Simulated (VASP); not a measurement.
The system is SiMo3.

```xyz
8
Lattice="6.1425 0.0000 0.0000 -3.0713 5.3196 0.0000 0.0000 0.0000 4.5134" Properties=species:S:1:pos:R:3 pbc="T T T"
Si    3.0713    1.7732    1.1283
Si    0.0000    3.5464    3.3850
Mo    4.7968    0.7769    3.3850
Mo    1.3457    0.7769    3.3850
Mo    3.0713    3.7657    3.3850
Mo   -1.7256    4.5427    1.1283
Mo    1.7256    4.5427    1.1283
Mo    0.0000    1.5539    1.1283
```

The cell was built by a generator and needn't be a form met in nature.

* Program: VASP 6.6.1
* Task: relaxation of cell and atoms
* Functional: PBE
* Potentials or basis: VASP PAW PBE potentials, release 64 (Si, Mo_sv)
* Cutoff: 520 eV
* k mesh: 3 × 3 × 4
* Occupations: gaussian, width 0.15 eV
* Spin: no spin polarisation

At the start: pressure -18.8 GPa; volume 18.43 Å³/atom.

Problem. Where does the relaxation end?

Solution. Over 13 steps the energy falls by 456.8 meV/atom and the volume is 14.96 Å³/atom (-18.8 %); space group P6_3/mmc (No. 194, to 0.05 Å).

The path:
```
step  energy change (eV)  largest force (eV/Å)  pressure (GPa)  volume (Å³)
   1              0.0000                0.5877          -18.84       147.48
   2              1.7874                6.1682           61.10       105.80
   3             -1.3549                2.5357            1.46       128.88
   4             -2.9914                1.4905            6.84       118.77
   5             -2.6833                0.7539           28.75       108.67
   6             -3.2182                1.0974           12.01       115.34
   7             -3.2390                0.7426           15.14       113.54
   8             -2.7762                1.2329          -13.86       130.03
   9             -3.6485                0.1730           -0.09       119.76
  10             -3.6488                0.1434            0.07       119.55
  11             -3.6483                0.1192            0.49       119.37
  12             -3.6545                0.0141            0.40       119.67
  13             -3.6546                0.0403            0.17       119.72
```

Final structure:
```xyz
8
Lattice="5.4267 0.0000 0.0000 -2.7134 4.6997 0.0000 0.0000 0.0000 4.6941" Properties=species:S:1:pos:R:3 pbc="T T T"
Si    2.7134    1.5666    1.1735
Si    0.0000    3.1331    3.5206
Mo    4.0599    0.7891    3.5206
Mo    1.3668    0.7891    3.5206
Mo    2.7134    3.1214    3.5206
Mo   -1.3466    3.9106    1.1735
Mo    1.3466    3.9106    1.1735
Mo    0.0000    1.5782    1.1735
```

Caveat: the k mesh is coarse (spacing up to 0.39 Å⁻¹), so the values aren't converged; the volume moved by over 15 % at a fixed basis, so the end points are rough.
